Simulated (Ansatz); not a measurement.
# Au(110) / 1 layer Al(110) / Au(110): resistance against film thickness, part 2 of 2

How does the resistance across the layers grow with the film in Au(110) / 1 layer Al(110) / Au(110)?

Ansatz 0.2.0; Ansatz plane-wave DFT, LDA, PAW files; ballistic transport by layer matching (Landauer), zero bias.

So far. Step 2 (With 1 layer): The lead's potential steps by 6.4 meV from period to period, small in itself. The program estimates the junction's conductance to 4.5 % from the k-mesh, 0 % from the leads' distance from neutral and 0.7 % from their steps. Step 3 (With 3 layers, film layers 3): The conductance of the junction is 6.9e14 S/m², 7.1 % under the 7.4e14 S/m² of the last finished run, no more than the error estimates, leads' steps apart, of 4.5 and 4.8 % together.

### 4. With 5 layers, k-mesh 13×9×1, film layers 5

The stack now holds 5 film layers; the k-mesh follows the cell, and the energies span -0.27 to 0.27 eV.

System of this step: Au(110) / 5 layers Al(110) / Au(110). The cell holds 17 atoms: 12 Au and 5 Al. Cell: a = 2.884 Å, b = 4.078 Å, c = 24.480 Å, α = 85.2°, β = 86.6°, γ = 90.0°. It derives from Au and Al. Regions: lead, 12 atoms (12 Au); films, 5 atoms (5 Al). The structure is stacked along c, and the current runs across the ab planes.

File input.yaml:

```yaml
crystal:
  lattice:
    - [2.8837582304, 0.0, 0.0]
    - [0.0, 4.07825, 0.0]
    - [1.4418791152, 2.039125, 24.3525503535]
  atoms:
    - { symbol: Au, position: [0.9851978633, 0.9851978633, 0.0296042734] }
    - { symbol: Au, position: [0.45559359, 0.45559359, 0.0888128201] }
    - { symbol: Au, position: [0.9259893166, 0.9259893166, 0.1480213668] }
    - { symbol: Au, position: [0.3963850433, 0.3963850433, 0.2072299135] }
    - { symbol: Au, position: [0.8667807699, 0.8667807699, 0.2664384602] }
    - { symbol: Au, position: [0.3371764965, 0.3371764965, 0.3256470069] }
    - { symbol: Al, position: [0.8078994879, 0.8078994879, 0.3842010242] }
    - { symbol: Al, position: [0.2789497439, 0.2789497439, 0.4421005121] }
    - { symbol: Al, position: [0.75, 0.75, 0.5] }
    - { symbol: Al, position: [0.2210502561, 0.2210502561, 0.5578994879] }
    - { symbol: Al, position: [0.6921005121, 0.6921005121, 0.6157989758] }
    - { symbol: Au, position: [0.1628235035, 0.1628235035, 0.6743529931] }
    - { symbol: Au, position: [0.6332192301, 0.6332192301, 0.7335615398] }
    - { symbol: Au, position: [0.1036149567, 0.1036149567, 0.7927700865] }
    - { symbol: Au, position: [0.5740106834, 0.5740106834, 0.8519786332] }
    - { symbol: Au, position: [0.04440641, 0.04440641, 0.9111871799] }
    - { symbol: Au, position: [0.5148021367, 0.5148021367, 0.9703957266] }
kpoints:
  mp_grid: { grid: [13, 9, 1] }
hamiltonian:
  xc: lda
scf:
  occupations: { method: fermi_dirac, width: 0.1 }
output:
  transmission:
    leads: [[0, 1]]
    kmesh: [26, 18]
    e_range: [-0.27, 0.27]
    de: 0.036
  write_potential: true
  write_density: true
  volumetric_format: npy
```

The run is started by

```bash
ansatz run input.yaml --threads 4 --pin off --max-ram 8192MiB --backend cpu --events-out ev --progress --plain --runs-dir out
```

Numbers of over 12 decimals in the logs are rounded to 6 here.

Log:

```text
[...]
Crystal: 17 atoms, lattice volume = 286.403 Å³
Basis set: ecut = 420 eV, 5623 PW (Γ)
Bands: 146, of which v1, the nominal top of the filled ones, is band 122 counted from 1 (121 counted from 0)
Symmetry: 2 space group operations
k-points: 59 of 117
[...]
--- Transmission ---
  basis      : 101 plane waves across, 35 finite elements along
  points     : 236, standing for a mesh of 26 x 18
[...]
filled         : 1.0 meV over the level at which it is neutral
    channels       : 1.391026e0 a spin
[...]
slowest decay  : 0.0277 /Å at (-0.0769, 0.4444)
  junction   : crystal 0 to crystal 0, 0.70 to 23.61 Å
    transmission   : 9.790818e-1 a spin
[...]
resistance     : 4.4958e-4 Ω µm² beyond half of each lead's own
[key lines of the parts left out:]
SCF converged after 9 iterations
Free energy (F): -156944.680035 eV
Fermi energy:    16.809354 eV
```

Wall time 4.6 min (4 threads of Arm Neoverse V2, shared host); peak memory 2 GiB.

Numbers from this step:

```
free energy                                                                : -156944.6800 eV
energy at zero smearing                                                    : -156944.5861 eV
Fermi energy                                                               : 16.81 eV
step of the lead's potential                                               : 2.8 meV
ballistic conductance of the lead                                          : 9.18e14 S/m²
estimated errors of the lead's conductance                                 : 0, 4.8, 0 % (band edges, k-mesh, distance from neutral)
lead conductance per cell                                                  : 1.393 G₀
conductance of the junction                                                : 6.50e14 S/m²
junction conductance per cell                                              : 0.9862 G₀
estimated errors of the junction's conductance                             : 0, 0, 6.4, 0.7, 0 % (energy step, band edges, k-mesh, leads' steps, distance from neutral)
area resistance that the stack adds (contact term taken off, spin by spin) : 0.4496 fΩ m²
```

Per spin. Table of transmission, zone mean by energy, zero at the Fermi level:

```tsv
energy (eV)	transmission, zone mean
-0.270	0.985
-0.234	0.972
-0.198	0.959
-0.162	0.982
-0.126	0.984
-0.090	0.998
-0.054	0.996
-0.018	0.993
0.018	0.979
0.054	0.981
0.090	0.970
0.126	0.983
0.162	0.985
0.198	0.975
0.234	0.968
0.270	0.977
```

The conductance of the junction is 6.5e14 S/m², 5.6 % under the 6.9e14 S/m² of the last finished run, within the error estimates, leads' steps apart, of 4.8 and 6.4 %.

### 5. With 7 layers, k-mesh 13×9×1, film layers 7

The stack now holds 7 film layers; the k-mesh follows the cell, and the energies span -0.27 to 0.27 eV.

System of this step: Au(110) / 7 layers Al(110) / Au(110). The cell holds 19 atoms: 12 Au and 7 Al. Its edges and angles: a = 2.884 Å, b = 4.078 Å, c = 27.287 Å, α = 85.7°, β = 87.0°, γ = 90.0°. It derives from Au and Al. Regions: lead, 12 atoms (12 Au); films, 7 atoms (7 Al). The structure is stacked along c, and the current runs across the ab planes.

File input.yaml:

```yaml
crystal:
  lattice:
    - [2.8837582304, 0.0, 0.0]
    - [0.0, 4.07825, 0.0]
    - [1.4418791152, 2.039125, 27.1725507421]
  atoms:
    - { symbol: Au, position: [0.9867340471, 0.9867340471, 0.0265319058] }
    - { symbol: Au, position: [0.4602021412, 0.4602021412, 0.0795957175] }
    - { symbol: Au, position: [0.9336702354, 0.9336702354, 0.1326595292] }
    - { symbol: Au, position: [0.4071383296, 0.4071383296, 0.1857233408] }
    - { symbol: Au, position: [0.8806064237, 0.8806064237, 0.2387871525] }
    - { symbol: Au, position: [0.3540745179, 0.3540745179, 0.2918509642] }
    - { symbol: Al, position: [0.8278359128, 0.8278359128, 0.3443281743] }
    - { symbol: Al, position: [0.3018906086, 0.3018906086, 0.3962187829] }
    - { symbol: Al, position: [0.7759453043, 0.7759453043, 0.4481093914] }
    - { symbol: Al, position: [0.25, 0.25, 0.5] }
    - { symbol: Al, position: [0.7240546957, 0.7240546957, 0.5518906086] }
    - { symbol: Al, position: [0.1981093914, 0.1981093914, 0.6037812171] }
    - { symbol: Al, position: [0.6721640872, 0.6721640872, 0.6556718257] }
    - { symbol: Au, position: [0.1459254821, 0.1459254821, 0.7081490358] }
    - { symbol: Au, position: [0.6193935763, 0.6193935763, 0.7612128475] }
    - { symbol: Au, position: [0.0928616704, 0.0928616704, 0.8142766592] }
    - { symbol: Au, position: [0.5663297646, 0.5663297646, 0.8673404708] }
    - { symbol: Au, position: [0.0397978588, 0.0397978588, 0.9204042825] }
    - { symbol: Au, position: [0.5132659529, 0.5132659529, 0.9734680942] }
kpoints:
  mp_grid: { grid: [13, 9, 1] }
hamiltonian:
  xc: lda
scf:
  occupations: { method: fermi_dirac, width: 0.1 }
output:
  transmission:
    leads: [[0, 1]]
    kmesh: [26, 18]
    e_range: [-0.27, 0.27]
    de: 0.036
  write_potential: true
  write_density: true
  volumetric_format: npy
```

Log:

```text
[...]
Crystal: 19 atoms, lattice volume = 319.568 Å³
Basis set: ecut = 420 eV, 6249 PW (Γ)
Bands: 150, of which v1, the nominal top of the filled ones, is band 125 counted from 1 (124 counted from 0)
Symmetry: 2 space group operations
k-points: 59 of 117
[...]
--- Transmission ---
  basis      : 101 plane waves across, 40 finite elements along
  points     : 236, standing for a mesh of 26 x 18
[...]
filled         : 31.0 meV over the level at which it is neutral
    channels       : 1.391026e0 a spin
[...]
slowest decay  : 0.0476 /Å at (0.0769, 0.4444)
  junction   : crystal 0 to crystal 0, 0.70 to 26.43 Å
    transmission   : 8.744347e-1 a spin
[...]
resistance     : 6.3955e-4 Ω µm² beyond half of each lead's own
[key lines of the parts left out:]
SCF converged after 9 iterations
Free energy (F): -157970.477686 eV
Fermi energy:    15.906221 eV
```

The job ended after 5 min (4 threads; peak memory 2.3 GiB).

This step gave:

| Property | Result |
| --- | --- |
| free energy | -157970.4777 eV |
| energy at zero smearing | -157970.3755 eV |
| Fermi energy | 15.91 eV |
| step of the lead's potential | 4 meV |
| ballistic conductance of the lead | 9.17e14 S/m² |
| estimated errors of the lead's conductance | 0, 5.1, 0 % (band edges, k-mesh, distance from neutral) |
| lead conductance per cell | 1.392 G₀ |
| conductance of the junction | 5.78e14 S/m² |
| junction conductance per cell | 0.8774 G₀ |
| estimated errors of the junction's conductance | 0.2, 0.1, 6.9, 1.3, 0.3 % (energy step, band edges, k-mesh, leads' steps, distance from neutral) |
| area resistance that the stack adds (contact term taken off, spin by spin) | 0.6396 fΩ m² |

Per spin. Transmission, zone mean against energy, zero at the Fermi level:

```tsv
energy (eV)	transmission, zone mean
-0.270	0.863
-0.234	0.887
-0.198	0.898
-0.162	0.904
-0.126	0.894
-0.090	0.895
-0.054	0.890
-0.018	0.871
0.018	0.874
0.054	0.882
0.090	0.890
0.126	0.906
0.162	0.903
0.198	0.905
0.234	0.900
0.270	0.921
```

The conductance of the junction is 5.8e14 S/m², 11 % under the 6.5e14 S/m² of the last finished run, no more than the error estimates, leads' steps apart, of 6.4 and 6.9 % together.

### 6. With 9 layers, k-mesh 13×9×1, film layers 9

The stack now holds 9 film layers; the k-mesh follows the cell, and the energies span -0.27 to 0.27 eV.

System of this step: Au(110) / 9 layers Al(110) / Au(110). The cell holds 21 atoms: 12 Au and 9 Al. Cell: a = 2.884 Å, b = 4.078 Å, c = 30.096 Å, α = 86.1°, β = 87.3°, γ = 90.0°. It derives from Au and Al. Regions: lead, 12 atoms (12 Au); films, 9 atoms (9 Al). The structure is stacked along c, and the current runs across the ab planes.

File input.yaml:

```yaml
crystal:
  lattice:
    - [2.8837582304, 0.0, 0.0]
    - [0.0, 4.07825, 0.0]
    - [1.4418791152, 2.039125, 29.9925511306]
  atoms:
    - { symbol: Au, position: [0.9879813565, 0.9879813565, 0.0240372869] }
    - { symbol: Au, position: [0.4639440696, 0.4639440696, 0.0721118608] }
    - { symbol: Au, position: [0.9399067826, 0.9399067826, 0.1201864347] }
    - { symbol: Au, position: [0.4158694957, 0.4158694957, 0.1682610086] }
    - { symbol: Au, position: [0.8918322088, 0.8918322088, 0.2163355825] }
    - { symbol: Au, position: [0.3677949218, 0.3677949218, 0.2644101563] }
    - { symbol: Al, position: [0.8440233585, 0.8440233585, 0.3119532829] }
    - { symbol: Al, position: [0.3205175189, 0.3205175189, 0.3589649622] }
    - { symbol: Al, position: [0.7970116793, 0.7970116793, 0.4059766415] }
    - { symbol: Al, position: [0.2735058396, 0.2735058396, 0.4529883207] }
    - { symbol: Al, position: [0.75, 0.75, 0.5] }
    - { symbol: Al, position: [0.2264941604, 0.2264941604, 0.5470116793] }
    - { symbol: Al, position: [0.7029883207, 0.7029883207, 0.5940233585] }
    - { symbol: Al, position: [0.1794824811, 0.1794824811, 0.6410350378] }
    - { symbol: Al, position: [0.6559766415, 0.6559766415, 0.6880467171] }
    - { symbol: Au, position: [0.1322050782, 0.1322050782, 0.7355898437] }
    - { symbol: Au, position: [0.6081677912, 0.6081677912, 0.7836644175] }
    - { symbol: Au, position: [0.0841305043, 0.0841305043, 0.8317389914] }
    - { symbol: Au, position: [0.5600932174, 0.5600932174, 0.8798135653] }
    - { symbol: Au, position: [0.0360559304, 0.0360559304, 0.9278881392] }
    - { symbol: Au, position: [0.5120186435, 0.5120186435, 0.9759627131] }
kpoints:
  mp_grid: { grid: [13, 9, 1] }
hamiltonian:
  xc: lda
scf:
  occupations: { method: fermi_dirac, width: 0.1 }
output:
  transmission:
    leads: [[0, 1]]
    kmesh: [26, 18]
    e_range: [-0.27, 0.27]
    de: 0.036
  write_potential: true
  write_density: true
  volumetric_format: npy
```

Log:

```text
[...]
Crystal: 21 atoms, lattice volume = 352.733 Å³
Basis set: ecut = 420 eV, 6883 PW (Γ)
Bands: 153, of which v1, the nominal top of the filled ones, is band 128 counted from 1 (127 counted from 0)
Symmetry: 2 space group operations
k-points: 59 of 117
[...]
--- Transmission ---
  basis      : 101 plane waves across, 43 finite elements along
  points     : 236, standing for a mesh of 26 x 18
[...]
filled         : 31.5 meV over the level at which it is neutral
    channels       : 1.391026e0 a spin
[...]
slowest decay  : 0.0477 /Å at (0.0769, 0.4444)
  junction   : crystal 0 to crystal 0, 0.70 to 29.25 Å
    transmission   : 9.952662e-1 a spin
[...]
resistance     : 4.3848e-4 Ω µm² beyond half of each lead's own
[key lines of the parts left out:]
SCF converged after 9 iterations
Free energy (F): -158996.221600 eV
Fermi energy:    15.117747 eV
```

The job ended after 5.6 min (4 threads; peak memory 2.5 GiB; 21 min of CPU time).

This step gave:

```yaml
free_energy: -158996.2216 eV
energy_at_zero_smearing: -158996.1035 eV
fermi_energy: 15.12 eV
step_of_the_lead_s_potential: 2 meV
conductance_of_the_junction: 6.54e14 S/m²
junction_conductance_per_cell: 0.9929 G₀
estimated_errors_of_the_junction_s_conductance: 0, 0, 6.9, 0.7, 0.7 % (energy step, band edges, k-mesh, leads' steps, distance from neutral)
area_resistance_that_the_stack_adds_contact_term_taken_off_spin_by_spin: 0.4385 fΩ m²
```

Per spin. The transmission, zone mean by energy, zero at the Fermi level:

```tsv
energy (eV)	transmission, zone mean
-0.270	0.928
-0.234	0.933
-0.198	0.944
-0.162	0.971
-0.126	0.977
-0.090	0.971
-0.054	0.970
-0.018	0.997
0.018	0.995
0.054	1.01
0.090	0.999
0.126	1.01
0.162	1.02
0.198	1.04
0.234	1.01
0.270	1.01
```

The conductance of the junction is 6.5e14 S/m², 13 % over the 5.8e14 S/m² of the last finished run, no more than the error estimates, leads' steps apart, of 6.9 and 6.9 % together.

### 7. All levels side by side

Times are for 4 threads of Arm Neoverse V2, shared host. The series side by side:

```tsv
no.	film layers	area resistance that the stack adds (contact term taken off, spin by spin) (fΩ m²)	conductance of the junction (S/m²)	time	memory (GiB)
1	1	0.2600	7.41e14	10 min	2.4
2	3	0.3632	6.88e14	4.5 min	2.8
3	5	0.4496	6.50e14	4.6 min	2.0
4	7	0.6396	5.78e14	5 min	2.3
5	9	0.4385	6.54e14	5.6 min	2.5
```

### 8. With 3 layers

A repeat with a changed input, to see how far the result depends on it.

This step: Ansatz plane-wave DFT, LDA, PAW files; ballistic transport by layer matching (Landauer), zero bias; changed: output.transmission.kmesh = [13, 9] (Ansatz 0.2.0).

System of this step: Au(110) / 3 layers Al(110) / Au(110). The cell holds 15 atoms: 12 Au and 3 Al. Cell: a = 2.884 Å, b = 4.078 Å, c = 21.677 Å, α = 84.6°, β = 86.2°, γ = 90.0°. It derives from Au and Al. Regions: lead, 12 atoms (12 Au); films, 3 atoms (3 Al). The structure is stacked along c, and the current runs across the ab planes.

File input.yaml:

```yaml
crystal:
  lattice:
    - [2.8837582304, 0.0, 0.0]
    - [0.0, 4.07825, 0.0]
    - [1.4418791152, 2.039125, 21.532549965]
  atoms:
    - { symbol: Au, position: [0.9832593084, 0.9832593084, 0.0334813832] }
    - { symbol: Au, position: [0.4497779251, 0.4497779251, 0.1004441497] }
    - { symbol: Au, position: [0.9162965419, 0.9162965419, 0.1674069162] }
    - { symbol: Au, position: [0.3828151586, 0.3828151586, 0.2343696827] }
    - { symbol: Au, position: [0.8493337754, 0.8493337754, 0.3013324492] }
    - { symbol: Au, position: [0.3158523922, 0.3158523922, 0.3682952157] }
    - { symbol: Al, position: [0.7827411337, 0.7827411337, 0.4345177326] }
    - { symbol: Al, position: [0.25, 0.25, 0.5] }
    - { symbol: Al, position: [0.7172588663, 0.7172588663, 0.5654822674] }
    - { symbol: Au, position: [0.1841476078, 0.1841476078, 0.6317047843] }
    - { symbol: Au, position: [0.6506662246, 0.6506662246, 0.6986675508] }
    - { symbol: Au, position: [0.1171848414, 0.1171848414, 0.7656303173] }
    - { symbol: Au, position: [0.5837034581, 0.5837034581, 0.8325930838] }
    - { symbol: Au, position: [0.0502220749, 0.0502220749, 0.8995558503] }
    - { symbol: Au, position: [0.5167406916, 0.5167406916, 0.9665186168] }
kpoints:
  mp_grid: { grid: [13, 9, 2] }
hamiltonian:
  xc: lda
scf:
  occupations: { method: fermi_dirac, width: 0.1 }
output:
  transmission:
    leads: [[0, 1]]
    kmesh: [13, 9]
    e_range: [-0.27, 0.27]
    de: 0.036
  write_potential: true
  write_density: true
  volumetric_format: npy
```

Log:

```text
[...]
Crystal: 15 atoms, lattice volume = 253.238 Å³
Basis set: ecut = 420 eV, 4949 PW (Γ)
Bands: 143, of which v1, the nominal top of the filled ones, is band 119 counted from 1 (118 counted from 0)
Symmetry: 2 space group operations
k-points: 118 of 234
[...]
SCF iter   1: F=—  HF=-155918.974023 eV  |F-HF|=—  |Δ(HF+E_count)|=         —  Δρ=7.50e-3  dr2=2.26e-1  ethr=1.77e-3  ⟨swp⟩=5.1  Hψ=56560  notcnv=0  defer=714
[...]
SCF iter   9: F=-155918.947565 eV  HF=-155918.947565 eV  |F-HF|=9.22e-8  |Δ(HF+E_count)|=   1.66e-8  Δρ=1.98e-6  dr2=9.57e-8  ethr=4.22e-11  ⟨swp⟩=7.9  Hψ=58925  notcnv=0
SCF 1 converged in 9 iterations: F = -155918.947565 eV  dr2 = 9.57e-8
[...]
transmission: 195 of 1947 steps passed
transmission: 393 of 1947 steps passed
[...]
transmission: 1947 of 1947 steps passed
SCF converged after 9 iterations
Free energy (F): -155918.947565 eV
[...]
Internal energy: -155918.805637 eV  (E = F + TS)
E sigma→0 (E₀):  -155918.876601 eV
Entropy (-TS):   -0.141927 eV (-9.462 meV/atom)
Fermi energy:    18.043162 eV
[...]
--- Band table (eV; the first three rows and the last of 118) ---
  k-point 0: bands = [... 115 lower, 16.7464, 16.9755, 17.2294, 17.7442, 18.3704, 19.3286, 19.5664, 19.9367, ... 20 higher]
  k-point 1: bands = [... 115 lower, 16.3318, 16.6184, 17.7421, 18.0547, 18.3656, 18.6519, 19.2041, 20.5599, ... 20 higher]
  k-point 2: bands = [... 115 lower, 16.2344, 16.9778, 17.2688, 17.4534, 18.6355, 18.9766, 19.2552, 19.4585, ... 20 higher]
  k-point 117: bands = [... 115 lower, 17.5677, 18.0247, 18.3021, 18.4261, 18.6781, 18.8065, 18.8242, 19.4659, ... 20 higher]
--- Transmission ---
  basis      : 101 plane waves across, 33 finite elements along
  points     : 59, standing for a mesh of 13 x 9
[...]
filled         : 16.6 meV over the level at which it is neutral
    channels       : 1.307692e0 a spin
[...]
slowest decay  : 0.0435 /Å at (-0.0769, 0.4444)
  junction   : crystal 0 to crystal 0, 0.70 to 20.79 Å
    transmission   : 1.018768e0 a spin
    conductance    : 6.7318e14 S/m² at 300 K (6.7203e14 on every other energy)
[...]
resistance     : 3.4111e-4 Ω µm² beyond half of each lead's own
```

It took 1.8 min on 4 threads; peak memory 2.8 GiB; 7 min of CPU time.

Residual by cycle:

cycle, log10 residual and a bar from the least value:
```
        1       -0.6 ##############################
        2       -1.3 ###########################
        3       -2.2 #######################
        4       -3.0 ###################
        5       -3.5 ################
        6       -4.3 #############
        7       -5.7 ######
        8       -6.3 ###
        9       -7.0
```

The run finished with changed settings (output.transmission.kmesh = [13, 9]); it serves as a test.

The two runs compared:

```tsv
quantity	this run	sound run	difference
ballistic conductance of the lead (S/m²)	8.738e14	9.173e14	-4.4e13
lead conductance per cell (G₀)	1.3264	1.3924	-0.0660
conductance of the junction (S/m²)	6.732e14	6.881e14	-1.5e13
junction conductance per cell (G₀)	1.0218	1.0444	-0.0226
area resistance that the stack adds (contact term taken off, spin by spin) (fΩ m²)	0.34111	0.36316	-0.0221
```

The two runs differ clearly in the area resistance that the stack adds (contact term taken off, spin by spin): 0.341 fΩ m² against 0.363 fΩ m².

### 9. Summary of results

```json
{
  "area resistance, 1 layer": "0.260 fΩ m²",
  "area resistance, 3 layers": "0.363 fΩ m²",
  "area resistance, 5 layers": "0.450 fΩ m²",
  "area resistance, 7 layers": "0.640 fΩ m²",
  "area resistance, 9 layers": "0.438 fΩ m²"
}
```

The stack adds 0.26 fΩ m² with 1 layer and 0.44 fΩ m² with 9. Between 3 and 9 layers it doesn't move one way: it lies between 0.363 (at 3) and 0.640 fΩ m² (at 7), and 0 of the steps exceed the two runs' error estimates together. Atoms sit on ideal sites and aren't relaxed. Spin-orbit coupling is left out, which matters for Au. Al(110) is stretched by 0.75 % in plane to fit Au(110).

[Logs are printed without paths, hosts, clocks, repeated set-up lines and the standing remarks that a program may print on its own settings, such as how far it seeks lower states.]

[Hosts, paths, dates, database ids (printed as entryN), source tags and the programs' standing remarks are cut or masked in the printed files.]
